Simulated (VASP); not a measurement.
The system is Fe.

```xyz
1
Lattice="0.0000 1.9417 1.9651 1.4984 0.0000 1.9651 1.4984 1.9417 0.0000" Properties=species:S:1:pos:R:3 pbc="T T T"
Fe    0.0000    0.0000    0.0000
```

| Property | Result |
| --- | --- |
| Program | VASP 6.6.1 |
| Task | relaxation of cell and atoms |
| Functional | PBEsol |
| Potentials or basis | VASP PAW PBE potentials, release 64 (Fe) |
| Cutoff | 600 eV |
| k mesh | 12 × 12 × 12 |
| Occupations | fermi-dirac, width 0.05 eV |
| Spin | collinear spin, ferromagnetic start |
| Starting moments | [3.0] μB |

At the start: pressure -9.2 GPa; volume 11.44 Å³/atom.

Task: How do energy, volume and symmetry change on relaxing?

Result: Over 13 steps the energy falls by 38.3 meV/atom and the volume is 10.79 Å³/atom (-5.6 %); space group Im-3m (No. 229, to 0.05 Å); moment 2.08 μB per cell.

The path:
| step | energy change (eV) | largest force (eV/Å) | pressure (GPa) | volume (Å³) |
| --- | --- | --- | --- | --- |
| 1 | 0.0000 | 0.0000 | -9.23 | 11.44 |
| 2 | -0.0162 | 0.0000 | 9.90 | 10.38 |
| 3 | -0.0248 | 0.0000 | 1.55 | 10.74 |
| 4 | -0.0344 | 0.0000 | 1.30 | 10.74 |
| 5 | -0.0378 | 0.0000 | 1.52 | 10.72 |
| 6 | -0.0378 | 0.0000 | 1.52 | 10.72 |
| 7 | -0.0376 | 0.0000 | -2.03 | 10.90 |
| 8 | -0.0382 | 0.0000 | -0.18 | 10.80 |
| 9 | -0.0382 | 0.0000 | 0.00 | 10.80 |
| 10 | -0.0383 | 0.0000 | 0.04 | 10.79 |
| 11 | -0.0383 | 0.0000 | 0.10 | 10.79 |
| 12 | -0.0383 | 0.0000 | 0.15 | 10.79 |
| 13 | -0.0383 | 0.0000 | 0.08 | 10.79 |

Final structure:
```
Fe
1.0
     0.00000    1.96867    1.96775
     1.39265    0.00000    1.96775
     1.39265    1.96867    0.00000
Fe
1
Direct
  0.00000 0.00000 0.00000
```

Caveat: the PAW data sets were made with another functional, which shifts forces and pressure a little.
